Cubic fluorite HfO2, relaxed at each pressure or scaled to a set volume, in Ansatz 0.2.0 with PBEsol and PAW datasets made for PBE (cutoff 420 eV, k mesh 8×8×8). Phonons are zone-centre optical modes from linear response; only the longitudinal frequency includes the long-range electric term. Dielectric constants and Born charges are means of the diagonal.

| volume per atom (Å³) | applied pressure (GPa) | volume over rest | lowest phonon frequency (cm⁻¹) | highest phonon frequency (cm⁻¹) | highest longitudinal frequency (cm⁻¹) | dielectric clamped | dielectric relaxed | Born charge first Hf (e) |
| --- | --- | --- | --- | --- | --- | --- | --- | --- |
| 9.29 | 50 | none | 373.1 | 712.8 | 723.9 | 5.39 | 20.3 | 5.64 |
| 9.74 | 30 | none | 327.9 | 665.8 | 686.7 | 5.37 | 23.6 | 5.61 |
| 9.87 | 25 | none | 315.1 | 653.0 | 676.4 | 5.37 | 24.7 | 5.60 |
| 10.13 | 16 | none | 289.9 | 628.6 | 656.8 | 5.36 | 27.5 | 5.59 |
| 10.16 | 15 | none | 287.0 | 625.8 | 654.5 | 5.36 | 27.9 | 5.59 |
| 10.26 | 12 | none | 277.8 | 617.1 | 647.5 | 5.37 | 29.2 | 5.58 |
| 10.39 | 8 | none | 264.8 | 605.3 | 637.8 | 5.37 | 31.1 | 5.57 |
| 10.46 | 6 | none | 257.9 | 599.1 | 632.8 | 5.37 | 32.3 | 5.57 |
| 10.48 | n/a | 0.98 | 256.5 | 597.9 | 631.8 | 5.37 | 32.6 | 5.57 |
| 10.54 | 4 | none | 251.0 | 592.9 | 627.7 | 5.37 | 33.6 | 5.57 |
| 10.57 | 3 | none | 247.3 | 589.7 | 625.1 | 5.37 | 34.3 | 5.57 |
| 10.65 | 1 | none | 239.8 | 583.2 | 619.8 | 5.38 | 35.9 | 5.56 |
| 10.69 | 0 | none | 236.0 | 580.0 | 617.1 | 5.38 | 36.8 | 5.56 |
| 10.73 | n/a | none | 232.1 | 576.7 | 614.4 | 5.38 | 37.7 | 5.56 |
| 10.91 | n/a | 1.02 | 215.3 | 562.8 | 603.0 | 5.39 | 42.3 | 5.55 |

Squeezing cubic hafnia makes the lowest phonon in the table much stiffer. Between the crystal at rest, 10.69 Å³ an atom, and the one held at 50 GPa, this frequency climbs from 236.0 to 373.1 cm⁻¹. A convenient shortcut describes such a climb with one number, the Grüneisen parameter, and takes it to be the same at every volume. For this phonon the shortcut fails, although it looks excellent near rest and works down to the smallest volume for two other vibrations of the same crystal.

The Grüneisen parameter $\gamma$ says by how many per cent a frequency $\omega$ rises when the volume per atom $V$ shrinks by one per cent:

$$\gamma=-\frac{d\ln\omega}{d\ln V}.$$

If $\gamma$ is constant, this integrates to a power law, $\omega=\omega_0\,(V_0/V)^{\gamma}$, where the index 0 marks the crystal at rest. The appeal is economy. Two phonon calculations at slightly changed volumes give $\gamma$, and the formula is then trusted for every other volume.

Three vibrations can be put to this test. In the lowest one hafnium moves against oxygen; it is polar, and the listed value belongs to its transverse form, in which the ions move at right angles to the direction of the wave. The highest longitudinal frequency belongs to the same motion carried by a longitudinal wave. The highest phonon frequency is a different vibration, in which only the oxygen atoms move, against each other, and no net dipole arises.

For the transverse mode, the rows compressed and expanded by 2 % give

$$\gamma=\frac{\ln(256.5/215.3)}{\ln(10.91/10.48)}\approx 4.35 .$$

Starting from the crystal at rest, the power law then predicts for the 50 GPa row, which had no part in finding $\gamma$,

$$\omega=236.0\ \text{cm}^{-1}\times\left(\frac{10.69}{9.29}\right)^{4.35}\approx 435\ \text{cm}^{-1}.$$

The direct calculation gives 373.1 cm⁻¹, so the estimate is too high by about 62 cm⁻¹, or 17 % of the computed value. The same recipe, applied to the oxygen-only mode and to the longitudinal mode, misses by well under 1 % in the same row. The analysis printed below gives the misses for all rows.

The failure is hard to see in the frequencies close to the rest volume, where $\gamma$ was determined. Within 2 % of the rest volume the transverse estimate is good to about 0.5 % when the exact volume ratios are used (the rounded volumes of the table make it look like 0.3 %), so a close match there is no licence to extrapolate. The warning comes from measuring $\gamma$ over separate intervals. With the volume ratios 1.02 and 0.98, it is already about 4.6 between the expanded row and rest, but 4.1 between rest and the compressed row. Between the 30 and 50 GPa rows it is only 2.73 for the transverse mode, while for the oxygen-only mode it has merely slipped from 1.50 to 1.44.

The reason becomes visible when the frequency is replaced by its square, which is the restoring force per unit displacement divided by the moving mass. Written with the square, the definition reads

$$\gamma=\frac{1}{2\omega^2}\left(-\frac{d\omega^2}{d\ln V}\right).$$

The bracket is the stiffness gained for a given relative compression, and $\omega^2$ in front of it is the stiffness already there. A large $\gamma$ can therefore mean a large gain or merely a small base. A constant $\gamma$ demands that gain and base grow in step.

In the transverse mode they do not. From the interval around rest to the interval between 30 and 50 GPa, the gain grows by a factor of 1.39, but the base grows by 2.20. Their quotient accounts for the fall of $\gamma$, since $4.35\times1.39/2.20\approx2.7$. The power law keeps multiplying the stiffness by a relative rate that was right only while the stiffness was small.

In the oxygen-only mode the gain grows by nearly the same factor, 1.35. Here, however, the base was large from the start and grows by only 1.41, so the two stay almost in step. The response to compression thus steepens about equally in both vibrations. What sets the transverse mode apart is the little stiffness it has at rest.

The theory of ionic crystals offers an explanation for that little stiffness. When hafnium and oxygen are displaced against each other, the short-range repulsion between neighbours pushes them back. The displaced ions also form dipoles, and the forces between these dipoles help the displacement along. The Born charge, which measures how large a dipole a displacement creates, is 5.56 e for hafnium at rest, well above the nominal ionic charge of 4, so the dipoles are strong. The transverse mode lives on what remains of the repulsion after this opposition; how it is split into two parts is a matter of convention, but the table allows an estimate. In the usual sum over screened point dipoles on cubic sites, the dipoles take from the transverse mode a third of the difference between the squared longitudinal and transverse frequencies. At rest that is nearly twice the 56,000 cm⁻² that is left. With this third added back, the repulsive part has a $\gamma$ of about 1.9 near rest and 1.6 between 30 and 50 GPa, a far smaller drift than that of the mode itself.

The longitudinal partner serves as a control, because the same atoms move in the same pattern with the same masses. The difference is that a longitudinal wave piles up charge and so creates a macroscopic electric field, which pulls the ions back. At rest this field makes the squared frequency 6.8 times that of the transverse mode. The control is not independent, since the squared longitudinal frequency is the squared transverse one plus this field term, which makes up 85 % of it at rest and is set by the Born charge, the clamped dielectric constant and the volume. On that broad base the constant $\gamma$ holds well, so the pattern of motion alone can't be what breaks it.

On this account, compression should shift the balance in favour of the repulsion. Repulsion between ions rises steeply as they approach, whereas dipole forces grow more gently, roughly as the inverse volume, and the Born charge hardly changes along the series. The field term, which scales like the dipole part, bears this out: from rest to 50 GPa it grows by 18 %, the inverse volume by 15 %. The remainder therefore grows quickly relative to itself, though not in absolute terms. From rest to 50 GPa the transverse mode gains about 84,000 cm⁻² in squared frequency and its longitudinal partner about 143,000 cm⁻². The mode that looks most sensitive to pressure in percentages gains less stiffness than its partner, which gains the same amount plus about 60,000 cm⁻² from the field term.

The error carries over to the dielectric constant. The relaxed value contains the response of the ions, and at a given volume and Born charge this part varies as the inverse square of the transverse frequency. With the power-law frequency in place of the computed one, the relaxed dielectric constant at 50 GPa would come out as

$$5.39+(20.3-5.39)\left(\frac{373.1}{435}\right)^2\approx16.4$$

instead of 20.3. A frequency that is too high by a sixth has removed about a fifth of the dielectric constant.

The same small base makes the direct calculation delicate as well. An expansion of only 2 % from rest raises the relaxed dielectric constant from 36.8 to 42.3, while the clamped one, with the ions held still, barely moves. A modest error in the equilibrium volume, whether from the PBEsol functional or from atomic datasets made for PBE, would thus show up strongly in the ionic response. The direction of the trend with volume is safer than its steepness or the absolute value at rest.

On the expanded side the power law has a deeper defect. A remainder between opposing forces can shrink to zero and change sign, at which point the frequency becomes imaginary and the crystal distorts of its own accord. A power law can only approach zero and never reaches it, so it can't announce such an instability. The table stops at 2 % expansion, with the mode still at 215.3 cm⁻¹, and doesn't show where that point would lie.

Nor do real frequencies here prove that the cubic crystal is stable. The table holds only vibrations in which every unit cell moves alike, and cubic hafnia is known to be unstable, in static calculations near ambient pressure, to an oxygen motion that alternates from cell to cell. A thermal model would need those vibrations too, and the effect of temperature on them.

The reasoning can be carried to a related ionic crystal by looking at the squared frequencies first. A polar mode whose transverse frequency lies far below its longitudinal one has a small base, so its $\gamma$ near rest is likely to be large and to fall under compression. A mode that is stiff already is a better candidate for a constant $\gamma$. In either case, a second value of $\gamma$ taken at strong compression is the test that a good match near rest can't replace.

Output of the analysis:

```
Grueneisen parameter near rest, transverse polar mode: 4.354
Grueneisen parameter near rest, oxygen-only mode: 1.505
Grueneisen parameter near rest, longitudinal polar mode: 1.16
Grueneisen parameter between 9.74 and 9.29, transverse polar mode: 2.73
Grueneisen parameter between 9.74 and 9.29, oxygen-only mode: 1.442
Grueneisen parameter between 9.74 and 9.29, longitudinal polar mode: 1.115
Constant-gamma estimate less computed frequency, in percent of computed:
    row  transverse polar  oxygen-only  longitudinal polar
   9.29             16.56       0.5032               0.325
   9.74             7.937       0.2065              0.1118
   9.87             6.021       0.1528             0.08465
  10.13             2.901      0.04884            0.008256
  10.16             2.611      0.05036             0.01595
  10.26             1.583     -0.02328            -0.04518
  10.39            0.8844      0.01305            0.003328
  10.46            0.5988      0.03237             0.01128
  10.48              0.31     -0.05451            -0.05219
  10.54         -0.008798     -0.07365            -0.06351
  10.57            0.2389      0.03989             0.02177
  10.65           0.03506      0.01382           -0.001611
  10.69                 0            0                   0
  10.73           0.04005     0.008671             0.00515
  10.91              0.31     -0.05451            -0.05219
Constant-gamma estimate at 9.29, transverse polar mode, cm^-1: 434.9
Estimate less computed at 9.29, transverse polar mode, cm^-1: 61.78
Estimate less computed at 9.29, oxygen-only mode, cm^-1: 3.587
Estimate less computed at 9.29, longitudinal polar mode, cm^-1: 2.353
Gain in squared frequency from rest to 9.29, transverse polar mode, cm^-2: 83508
Gain in squared frequency from rest to 9.29, oxygen-only mode, cm^-2: 171684
Gain in squared frequency from rest to 9.29, longitudinal polar mode, cm^-2: 143219
Gain per log compression, 9.29 to 9.74 over 10.48 to 10.91, transverse polar mode, ratio: 1.386
Gain per log compression, same two intervals, oxygen-only mode, ratio: 1.352
Mean squared frequency, same two intervals, transverse polar mode, ratio: 2.2
Mean squared frequency, same two intervals, oxygen-only mode, ratio: 1.411
Squared longitudinal over squared transverse frequency at rest, ratio: 6.837
Relaxed over clamped dielectric constant at rest, ratio: 6.84
Relaxed dielectric constant at 9.29 if the transverse estimate were used: 16.36
```
